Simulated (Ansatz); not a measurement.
Input for Ansatz (plane-wave DFT, PAW):

```yaml
crystal:
  lattice:
    - [1.9929206054, -3.4393599131, 0.0]
    - [1.9929206054, 3.4393599131, 0.0]
    - [0.0, 0.0, 6.4892589492]
  atoms:
    - { symbol: Ca, position: [0.8208611856, 0.1791388144, 0.25] }
    - { symbol: Ca, position: [0.1791388144, 0.8208611856, 0.75] }
basis:
  ecutwfc: 420
kpoints:
  mp_grid: { grid: [12, 12, 8] }
hamiltonian:
  xc: pbe
scf:
  occupations: { method: gaussian, width: 0.1 }
output:
  forces: true
  stress: true
  eigenvalues: true
```

It can be run as
```bash
ansatz run input.yaml --threads 1 --pin off --backend cpu --events-out ev --progress --plain --runs-dir out  # memory cap (--max-ram) not shown
```

All numbers below come from Ansatz 0.2.0, DFT PBE, scalar-relativistic, plane waves, PAW.

Part of what the program printed, abridged:

```
Pseudopotentials: kind: paw
Pseudopotential: Ca, paw, valence charge 10, recommended cutoff 420 eV (normal)
Functional definition: PBE
Crystal: 2 atoms, lattice volume = 88.960 Å³
Basis set: ecut = 420 eV, 1761 PW (Γ), exchange–correlation on 54×54×90 points (8 copies of the dense FFT grid, shifted against one another)
Bands: 14, of which v1, the nominal top of the filled ones, is band 10 counted from 1 (9 counted from 0)
Symmetry: 8 space group operations
Space group: Cmcm (ITA 63), of the structure as read, at distance tolerance 4.5e-5 Å
k-points: 215 of 1152
Initial density: superposition of atomic densities (neutral atoms: chi_scale 0, normalization atom), corrected by the library's trained network
Initial wavefunctions: pseudopotential atomic-orbital guess
Functional: x = pbe(κ = 0.804, μ = 0.21951497), c = pbe(β = 0.06672455)
SCF iter   1: F=—  HF=-3633.703612 eV  |F-HF|=—  |Δ(HF+E_count)|=         —  Δρ=1.37e-3  dr2=3.66e-3  ethr=1.77e-3  ⟨swp⟩=7.2  Hψ=19909  notcnv=0
SCF iter   2: F=—  HF=-3633.704050 eV  |F-HF|=—  |Δ(HF+E_count)|=   4.38e-4  Δρ=8.99e-4  dr2=1.67e-3  ethr=1.83e-5  ⟨swp⟩=1.3  Hψ=4843  notcnv=0
SCF iter   3: F=—  HF=-3633.703852 eV  |F-HF|=—  |Δ(HF+E_count)|=   1.98e-4  Δρ=2.06e-4  dr2=9.30e-5  ethr=8.33e-6  ⟨swp⟩=1.0  Hψ=3018  notcnv=0
SCF iter   4: F=—  HF=-3633.703839 eV  |F-HF|=—  |Δ(HF+E_count)|=   1.36e-5  Δρ=5.01e-5  dr2=1.29e-6  ethr=4.65e-7  ⟨swp⟩=1.8  Hψ=3260  notcnv=0
SCF iter   5: F=—  HF=-3633.703841 eV  |F-HF|=—  |Δ(HF+E_count)|=   2.49e-6  Δρ=9.04e-6  dr2=1.15e-7  ethr=6.43e-9  ⟨swp⟩=2.9  Hψ=5241  notcnv=0
SCF iter   6: F=-3633.703841 eV  HF=-3633.703841 eV  |F-HF|=2.62e-9  |Δ(HF+E_count)|=   2.10e-8  Δρ=2.34e-6  dr2=8.17e-9  ethr=5.00e-10  ⟨swp⟩=5.1  Hψ=12984  notcnv=0
SCF 1 converged in 6 iterations: F = -3633.703841 eV  dr2 = 8.17e-9
SCF converged after 6 iterations
Free energy (F): -3633.703841 eV
Harris-Foulkes:  -3633.703841 eV  (|F-HF|=2.62e-9)
Internal energy: -3633.692917 eV  (E = F + TS)
E sigma→0 (E₀):  -3633.698379 eV
Entropy (-TS):   -0.010924 eV (-5.462 meV/atom)
Fermi energy:    4.645893 eV
--- Per-component energies (eV) ---
  E_band       = -359.368851
  E_kinetic    = 550.011163
  E_local      = -1729.367175  (includes V_loc(G=0)·N_el)
  E_nonlocal   = 127.185125
  E_hartree    = 579.923690
  E_xc         = -271.345408
  E_vxc        = -338.172382  (∫ρ·V_xc dr)
  E_paw        = -1716.426593  (= ΣΔE_a)
  E_vpaw       = -128.875725  (= ΣTr[D̂ρ^β])
  E_aug_tail   = -0.000012  (compensation charges beyond the density's cutoff)
  E_ewald      = -1173.673707
  E_smearing   = -0.010924  (= −TS)
--- Forces (eV/Å), atoms counted from 1 ---
  atom   1  Ca     0.00000000    -0.04889671     0.00000000
  atom   2  Ca     0.00000000     0.04889671     0.00000000
--- Stress (GPa, compression-positive) ---
       -0.603454       0.000000       0.000000
        0.000000      -1.075485       0.000000
        0.000000       0.000000      -0.630150
  P = ⅓ Tr σ = -0.7697 GPa (-7.697 kbar)
--- Band table (eV; the first three rows and the last of 215) ---
  k-point 0: bands = ["-37.5545", "-37.5438", "-18.5870", "-18.4997", "-18.4885", "-18.4789", "-18.4776", "-18.4721", "0.6574", "3.6214", "4.3950", "6.7935", "6.7958", "6.8888"]
  k-point 1: bands = ["-37.5541", "-37.5442", "-18.5827", "-18.4989", "-18.4882", "-18.4797", "-18.4780", "-18.4764", "0.7216", "3.2752", "4.7015", "6.7432", "6.7794", "6.8652"]
  k-point 2: bands = ["-37.5530", "-37.5454", "-18.5705", "-18.4967", "-18.4905", "-18.4855", "-18.4820", "-18.4791", "0.9117", "2.7065", "5.1671", "6.5852", "6.7641", "6.8229"]
  k-point 214: bands = ["-37.5421", "-37.5421", "-18.5805", "-18.5805", "-18.5105", "-18.5105", "-18.5065", "-18.5065", "3.9954", "3.9954", "4.6334", "4.6334", "6.1459", "6.1459"]
```

The calculation finished and met its thresholds.